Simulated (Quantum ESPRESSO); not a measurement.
# TaN (P-6m2) in Quantum ESPRESSO: settings compared

One crystal, TaN, is run at these levels: PBE, PBEsol; tasks: band structure, single point, equation of state.

All numbers are computed with Quantum ESPRESSO 7.5; they aren't measurements. Logs are shortened: lines on timing, memory, paths and dates and some standing lists are left out, and cuts for length are marked.

## Step 1: Starting point

It takes space group P-6m2 (No. 187, hexagonal). The conventional cell has a = 2.938 Å, b = 2.938 Å, c = 2.883 Å, α = 90.00°, β = 90.00°, γ = 120.00°. Ta (site symmetry -6m2) has 6 N at 2.23 Å as nearest neighbours. Around N (site symmetry -6m2) lie 6 Ta at 2.23 Å.

## Step 2: Band structure, PBE, spin-orbit coupling, no magnetisation

File pw.in:

```
&CONTROL
  calculation = 'scf'
  prefix = 'pwscf'
  outdir = './tmp'
  pseudo_dir = './pseudo'
  tprnfor = .true.
  tstress = .true.
  disk_io = 'low'
/
&SYSTEM
  ibrav = 0
  celldm(1) = 8
  nat = 2
  ntyp = 2
  ecutwfc = 84
  nbnd = 30
  occupations = 'smearing'
  smearing = 'fd'
  degauss = 0.00367493
  noncolin = .true.
  lspinorb = .true.
/
&ELECTRONS
  conv_thr = 4d-10
  electron_maxstep = 120
  mixing_beta = 0.5
/
ATOMIC_SPECIES
Ta   180.9479 Ta.upf
N     14.0070 N.upf
CELL_PARAMETERS alat
  0.6940019192688   0.0000000000000   0.0000000000000
 -0.3470009596344   0.6010232923575   0.0000000000000
  0.0000000000000   0.0000000000000   0.6810100521620
ATOMIC_POSITIONS crystal
Ta     0.0000000000    0.0000000000    0.5000000000
N      0.6666666667    0.3333333333    0.0000000000
K_POINTS automatic
10 10 9 0 0 0
```

File bands.in:

```
&CONTROL
  calculation = 'bands'
  prefix = 'pwscf'
  outdir = './tmp'
  pseudo_dir = './pseudo'
  disk_io = 'low'
  verbosity = 'high'
/
&SYSTEM
  ibrav = 0
  celldm(1) = 8
  nat = 2
  ntyp = 2
  ecutwfc = 84
  nbnd = 30
  occupations = 'smearing'
  smearing = 'fd'
  degauss = 0.00367493
  noncolin = .true.
  lspinorb = .true.
/
&ELECTRONS
  conv_thr = 1d-08
  electron_maxstep = 120
  mixing_beta = 0.5
  diago_full_acc = .true.
  startingwfc = 'random'
/
ATOMIC_SPECIES
Ta   180.9479 Ta.upf
N     14.0070 N.upf
CELL_PARAMETERS alat
  0.6940019192688   0.0000000000000   0.0000000000000
 -0.3470009596344   0.6010232923575   0.0000000000000
  0.0000000000000   0.0000000000000   0.6810100521620
ATOMIC_POSITIONS crystal
Ta     0.0000000000    0.0000000000    0.5000000000
N      0.6666666667    0.3333333333    0.0000000000
K_POINTS crystal
60
 0.0000000000  0.0000000000  0.0000000000 1
 0.0833333333  0.0000000000  0.0000000000 1
 0.1666666667  0.0000000000  0.0000000000 1
 0.2500000000  0.0000000000  0.0000000000 1
 0.3333333333  0.0000000000  0.0000000000 1
 0.4166666667  0.0000000000  0.0000000000 1
 0.5000000000  0.0000000000  0.0000000000 1
 0.4444444444  0.1111111111  0.0000000000 1
 0.3888888889  0.2222222222  0.0000000000 1
 0.3333333333  0.3333333333  0.0000000000 1
 0.2916666667  0.2916666667  0.0000000000 1
 0.2500000000  0.2500000000  0.0000000000 1
 0.2083333333  0.2083333333  0.0000000000 1
 0.1666666667  0.1666666667  0.0000000000 1
 0.1250000000  0.1250000000  0.0000000000 1
 0.0833333333  0.0833333333  0.0000000000 1
 0.0416666667  0.0416666667  0.0000000000 1
 0.0000000000  0.0000000000  0.0000000000 1
 0.0000000000  0.0000000000  0.0833333333 1
 0.0000000000  0.0000000000  0.1666666667 1
 0.0000000000  0.0000000000  0.2500000000 1
 0.0000000000  0.0000000000  0.3333333333 1
 0.0000000000  0.0000000000  0.4166666667 1
 0.0000000000  0.0000000000  0.5000000000 1
 0.0714285714  0.0000000000  0.5000000000 1
 0.1428571429  0.0000000000  0.5000000000 1
 0.2142857143  0.0000000000  0.5000000000 1
 0.2857142857  0.0000000000  0.5000000000 1
 0.3571428571  0.0000000000  0.5000000000 1
 0.4285714286  0.0000000000  0.5000000000 1
 0.5000000000  0.0000000000  0.5000000000 1
 0.4583333333  0.0833333333  0.5000000000 1
 0.4166666667  0.1666666667  0.5000000000 1
 0.3750000000  0.2500000000  0.5000000000 1
 0.3333333333  0.3333333333  0.5000000000 1
 0.2962962963  0.2962962963  0.5000000000 1
 0.2592592593  0.2592592593  0.5000000000 1
 0.2222222222  0.2222222222  0.5000000000 1
 0.1851851852  0.1851851852  0.5000000000 1
 0.1481481481  0.1481481481  0.5000000000 1
 0.1111111111  0.1111111111  0.5000000000 1
 0.0740740741  0.0740740741  0.5000000000 1
 0.0370370370  0.0370370370  0.5000000000 1
 0.0000000000  0.0000000000  0.5000000000 1
 0.5000000000  0.0000000000  0.5000000000 1
 0.5000000000  0.0000000000  0.4285714286 1
 0.5000000000  0.0000000000  0.3571428571 1
 0.5000000000  0.0000000000  0.2857142857 1
 0.5000000000  0.0000000000  0.2142857143 1
 0.5000000000  0.0000000000  0.1428571429 1
 0.5000000000  0.0000000000  0.0714285714 1
 0.5000000000  0.0000000000  0.0000000000 1
 0.3333333333  0.3333333333  0.0000000000 1
 0.3333333333  0.3333333333  0.0714285714 1
 0.3333333333  0.3333333333  0.1428571429 1
 0.3333333333  0.3333333333  0.2142857143 1
 0.3333333333  0.3333333333  0.2857142857 1
 0.3333333333  0.3333333333  0.3571428571 1
 0.3333333333  0.3333333333  0.4285714286 1
 0.3333333333  0.3333333333  0.5000000000 1
```

Potentials or basis: PseudoDojo 0.4 FR PBE standard.

Command:

```console
$ OMP_NUM_THREADS=1 pw.x -in pw.in > pw.out
$ OMP_NUM_THREADS=1 pw.x -in bands.in > bands.out
```

pw.out:

```text
This program is part of the open-source Quantum ESPRESSO suite
     for quantum simulation of materials; please cite
[... 9 lines left out ...]
     --------------------
     sticks:   dense  smooth     PW     G-vecs:    dense   smooth      PW
     Sum         721     721    211                15139    15139    2471

     Using Slab Decomposition

     bravais-lattice index     =            0
     lattice parameter (alat)  =       8.0000  a.u.
     unit-cell volume          =     145.4372 (a.u.)^3
     number of atoms/cell      =            2
     number of atomic types    =            2
     number of electrons       =        18.00
     number of Kohn-Sham states=           30
     kinetic-energy cutoff     =      84.0000  Ry
     charge density cutoff     =     336.0000  Ry
     scf convergence threshold =      4.0E-10
     mixing beta               =       0.5000
     number of iterations used =            8  plain     mixing
     Exchange-correlation= PBE
                           (   1   4   3   4   0   0   0)
     Non magnetic calculation with spin-orbit

     celldm(1)=   8.000000  celldm(2)=   0.000000  celldm(3)=   0.000000
     celldm(4)=   0.000000  celldm(5)=   0.000000  celldm(6)=   0.000000

     crystal axes: (cart. coord. in units of alat)
               a(1) = (   0.694002   0.000000   0.000000 )
               a(2) = (  -0.347001   0.601023   0.000000 )
               a(3) = (   0.000000   0.000000   0.681010 )

     reciprocal axes: (cart. coord. in units 2 pi/alat)
               b(1) = (  1.440918  0.831915 -0.000000 )
               b(2) = (  0.000000  1.663829  0.000000 )
               b(3) = (  0.000000 -0.000000  1.468407 )

     PseudoPot. # 1 for Ta read from file:
     Ta.upf
     Pseudo is Norm-conserving + core correction, Zval = 13.0
     Generated using ONCVPSP code by D. R. Hamann
     Using radial grid of 1484 points, 14 beta functions with:
                l(1) =   0
                l(2) =   0
                l(3) =   1
                l(4) =   1
                l(5) =   1
                l(6) =   1
                l(7) =   2
                l(8) =   2
                l(9) =   2
               l(10) =   2
               l(11) =   3
               l(12) =   3
               l(13) =   3
               l(14) =   3

     PseudoPot. # 2 for N  read from file:
     N.upf
     Pseudo is Norm-conserving + core correction, Zval =  5.0
     Generated using ONCVPSP code by D. R. Hamann
     Using radial grid of 1058 points,  6 beta functions with:
                l(1) =   0
                l(2) =   0
                l(3) =   1
                l(4) =   1
                l(5) =   1
                l(6) =   1

     atomic species   valence    mass     pseudopotential
     Ta               13.00   180.94790     Ta( 1.00)
     N                 5.00    14.00700     N ( 1.00)

     12 Sym. Ops. (no inversion) found

   Cartesian axes

     site n.     atom                  positions (alat units)
         1        Ta     tau(   1) = (   0.0000000   0.0000000   0.3405050  )
         2        N      tau(   2) = (   0.3470010   0.2003411   0.0000000  )

     number of k points=    70  Fermi-Dirac smearing, width (Ry)=  0.0037
                       cart. coord. in units 2pi/alat
        k(    1) = (   0.0000000   0.0000000   0.0000000), wk =   0.0011111
        k(    2) = (   0.0000000   0.0000000   0.1631563), wk =   0.0022222
        k(    3) = (   0.0000000   0.0000000   0.3263127), wk =   0.0022222
        k(    4) = (   0.0000000   0.0000000   0.4894690), wk =   0.0022222
        k(    5) = (   0.0000000   0.0000000   0.6526254), wk =   0.0022222
        k(    6) = (   0.0000000   0.1663829   0.0000000), wk =   0.0066667
[... 62 lines left out ...]
        k(   69) = (   0.4322755   0.7487231   0.4894690), wk =   0.0133333
        k(   70) = (   0.4322755   0.7487231   0.6526254), wk =   0.0133333

     Dense  grid:    15139 G-vectors     FFT dimensions: (  36,  36,  32)

     Initial potential from superposition of free atoms

     starting charge      17.9991, renormalised to      18.0000
     Starting wfcs are   28 randomized atomic wfcs +    2 random wfcs

     Self-consistent Calculation

     iteration #  1     ecut=    84.00 Ry     beta= 0.50
     Davidson diagonalization with overlap
     ethr =  1.00E-02,  avg # of iterations =  4.5

     total energy              =    -151.23250099 Ry
     estimated scf accuracy    <       0.39418672 Ry
[... 50 lines left out ...]
     iteration #  9     ecut=    84.00 Ry     beta= 0.50
     Davidson diagonalization with overlap
     ethr =  1.15E-11,  avg # of iterations =  2.0

     End of self-consistent calculation

          k = 0.0000 0.0000 0.0000 (  1869 PWs)   bands (ev):

   -48.2060 -48.2060 -20.8598 -20.8598 -12.1196 -12.1196 -11.9252 -11.9252
     2.3465   2.3465  15.4671  15.4671  15.5719  15.5719  15.9076  15.9076
    17.1308  17.1308  22.2937  22.2937  23.4447  23.4447  23.8334  23.8334
    23.9842  23.9842  24.4349  24.4349  33.0702  33.0702
[... 164 lines left out ...]
   -48.0889 -48.0889 -21.1879 -21.1871 -12.9625 -12.9562 -12.3546 -12.3524
     4.3623   4.3981  12.5827  12.7169  14.0447  14.3230  14.6017  14.6069
    19.1455  19.2490  23.6875  23.9512  24.5489  24.6366  25.5711  25.8928
    26.8578  26.9666  30.3540  30.4934  32.3717  32.8704

          k = 0.0000-0.8319 0.0000 (  1882 PWs)   bands (ev):

   -48.1289 -48.1289 -21.0938 -21.0938 -12.8479 -12.8479 -12.1194 -12.1194
     4.6229   4.6229  11.8146  11.8146  14.8961  14.8961  16.6054  16.6054
    16.9159  16.9159  23.1491  23.1491  24.0548  24.0548  25.2657  25.2657
    25.5820  25.5820  27.4384  27.4384  31.3817  31.3817

          k = 0.0000-0.8319 0.1632 (  1880 PWs)   bands (ev):

   -48.1232 -48.1232 -21.1073 -21.1055 -12.8503 -12.8413 -12.1774 -12.1772
     4.5644   4.6643  11.7942  11.8871  14.6374  14.8059  16.4668  16.4932
    17.1899  17.3220  23.2194  23.4841  23.7297  23.7385  25.0937  25.5185
    25.5821  25.7877  27.9821  28.3197  31.3305  31.5059

          k = 0.0000-0.8319 0.3263 (  1896 PWs)   bands (ev):

   -48.1088 -48.1088 -21.1407 -21.1380 -12.8694 -12.8520 -12.2969 -12.2933
     4.4870   4.6251  11.9183  11.9330  14.4307  14.8396  15.6605  15.6742
    18.2436  18.4795  22.5572  23.0163  24.2551  24.5900  25.2877  25.8171
    25.8566  26.2396  29.1794  29.5182  31.4170  31.5761

          k = 0.0000-0.8319 0.4895 (  1884 PWs)   bands (ev):

   -48.0924 -48.0924 -21.1798 -21.1775 -12.9328 -12.9153 -12.3715 -12.3656
     4.3801   4.4867  12.1294  12.2696  14.1967  14.7173  14.9019  14.9111
    19.1337  19.3762  22.8539  23.2857  24.9470  25.2511  25.5527  26.1166
    26.5032  26.8480  29.9681  29.9915  31.8185  32.1094

          k = 0.0000-0.8319 0.6526 (  1904 PWs)   bands (ev):

   -48.0817 -48.0817 -21.2058 -21.2048 -12.9944 -12.9874 -12.3847 -12.3822
     4.3070   4.3455  12.5574  12.7290  13.8537  14.1692  14.4649  14.4698
    19.6093  19.6972  23.8993  24.1419  25.3898  25.5016  25.9528  26.2910
    27.1314  27.2634  30.1282  30.2642  32.0704  32.6432
[... 276 lines left out ...]
   -48.0736 -48.0736 -21.2311 -21.2112 -12.8746 -12.8527 -12.6497 -12.5672
     4.3707   4.3973  12.0138  12.0785  13.2381  13.7137  15.9523  16.0595
    19.5448  19.6324  24.2285  24.6872  25.0478  25.2577  26.3412  26.9031
    27.3466  27.5719  29.5586  29.5986  31.2971  32.0189

     the Fermi energy is    20.2651 ev

!    total energy              =    -151.38300998 Ry
     estimated scf accuracy    <          4.1E-11 Ry
     smearing contrib. (-TS)   =      -0.00002789 Ry
     internal energy E=F+TS    =    -151.38298209 Ry

     The total energy is F=E-TS. E is the sum of the following terms:
     one-electron contribution =      -7.99841703 Ry
     hartree contribution      =      15.58542580 Ry
     xc contribution           =     -35.93156070 Ry
     ewald contribution        =    -123.03843015 Ry

     convergence has been achieved in   9 iterations

     Forces acting on atoms (cartesian axes, Ry/au):

     atom    1 type  1   force =     0.00000000    0.00000000    0.00000000
     atom    2 type  2   force =     0.00000000    0.00000000    0.00000000

     Total force =     0.000000     Total SCF correction =     0.000000

     Computing stress (Cartesian axis) and pressure

          total   stress  (Ry/bohr**3)                   (kbar)     P=       46.63
   0.00029470   0.00000000   0.00000000           43.35        0.00        0.00
   0.00000000   0.00029470   0.00000000            0.00       43.35        0.00
   0.00000000   0.00000000   0.00036158            0.00        0.00       53.19

=------------------------------------------------------------------------------=
   JOB DONE.
=------------------------------------------------------------------------------=
```

Wall time 3 min (1 thread of Arm Neoverse V2, shared host); peak memory 0.18 GiB.

Results:

- Free energy: -2059.6708 eV
- Pressure: 4.7 GPa
- Band gap on the k mesh: none (metal or under the smearing width)

Stress tensor (GPa, compression positive):
```
4.34 0.00 0.00
0.00 4.34 0.00
0.00 0.00 5.32
```

Levels at the corners of the path, in eV from the Fermi level:
```
point  band 14  band 15  band 16  band 17  band 18  band 19  band 20  band 21  band 22  band 23
    Γ    -4.69    -4.36    -4.36    -3.13    -3.13     2.03     2.03     3.18     3.18     3.57
    M    -5.37    -3.66    -3.66    -3.35    -3.35     2.88     2.88     3.79     3.79     5.00
    K    -5.61    -5.37    -5.31    -0.20     0.11     0.70     1.03     1.40     1.53     2.20
    Γ    -4.69    -4.36    -4.36    -3.13    -3.13     2.03     2.03     3.18     3.18     3.57
    A    -3.97    -3.90    -3.90    -0.49    -0.49     0.04     0.04     2.16     2.16     3.13
    L    -6.36    -5.86    -5.86    -0.56    -0.56     3.93     3.93     5.23     5.23     5.93
    H    -6.51    -4.15    -4.04    -0.58    -0.50     3.99     4.49     4.86     5.08     6.21
    A    -3.97    -3.90    -3.90    -0.49    -0.49     0.04     0.04     2.16     2.16     3.13
    L    -6.36    -5.86    -5.86    -0.56    -0.56     3.93     3.93     5.23     5.23     5.93
    M    -5.37    -3.66    -3.66    -3.35    -3.35     2.88     2.88     3.79     3.79     5.00
    K    -5.61    -5.37    -5.31    -0.20     0.11     0.70     1.03     1.40     1.53     2.20
    H    -6.51    -4.15    -4.04    -0.58    -0.50     3.99     4.49     4.86     5.08     6.21
```

(Continued in part 2 of 2.)
